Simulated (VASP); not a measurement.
Write the native input for VASP 6.6.1 that does the following.

```yaml
Task: single point
Functional: PBE
Potentials_or_basis: VASP PAW PBE potentials, release 64 (Nb_sv)
Cutoff: 520 eV
k_mesh: 8 × 8 × 8
Occupations: gaussian, width 0.1 eV
Spin: no spin polarisation
Dipole_correction: no
Further_INCAR_settings: ALGO = Normal; EDIFF = 1e-07; NBANDS = 12
```

The structure of Nb lies in POSCAR:

```
Nb
1.0
    0.0000000000      2.1150000000      2.1150000000
    2.1150000000      0.0000000000      2.1150000000
    2.1150000000      2.1150000000      0.0000000000
Nb
1
Direct
    0.0000000000      0.0000000000      0.0000000000
```

This isn't the form of Nb at room conditions, which is bcc.

One way to write it, as run:

INCAR

```
PREC = Accurate
ENCUT = 520
EDIFF = 1E-7
ISMEAR = 0
SIGMA = 0.1
LREAL = False
LASPH = True
NELM = 80
ALGO = Normal
ISIF = 2
LWAVE = False
LCHARG = True
GGA = PE
LELF = True
LVHAR = True
NBANDS = 12
```

KPOINTS

```
Automatic mesh
0
Gamma
  8 8 8
```

Potentials or basis: VASP PAW PBE potentials, release 64 (Nb_sv).

Command:

```sh
$ cat potpaw_PBE.64/Nb_sv/POTCAR > POTCAR
$ mpirun -np 1 vasp_std > vasp.out
```

Results of the run:

The pressure is -2.1 GPa and the band gap on the k mesh is none (metal or under the smearing width).

Wall time 6 s on 1 thread of Intel(R) Xeon(R) Platinum 8488C (Sapphire Rapids) (shared host), peak memory 0.13 GiB.
